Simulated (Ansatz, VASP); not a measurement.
**One calculation of Y, two programs**

```
Y
1.0
     0.00000    2.52374    2.52374
     2.52374    0.00000    2.52374
     2.52374    2.52374    0.00000
Y
1
Direct
  0.00000 0.00000 0.00000
```

Alike in both runs: task single point; functional PBEsol; k mesh 12 × 12 × 12; occupations fermi-dirac, width 0.1 eV; no spin polarisation.

```csv
,VASP,Ansatz
version,VASP 6.6.1,Ansatz 0.2.0
potentials or method,"VASP PAW PBE potentials, release 64 (Y_sv)","plane waves (420 eV) with PAW, scalar-relativistic"
plane-wave cutoff (eV),520,420
valence electrons in the cell,11,11
```

|  | VASP | Ansatz | Ansatz less VASP |
| --- | --- | --- | --- |
| pressure (GPa) | -1.6 | -1.5 | +0.11 |

Ansatz warned: «pseudo_functional_mismatch».

Caveats: the PAW data sets were made with another functional, which shifts forces and pressure a little (VASP).
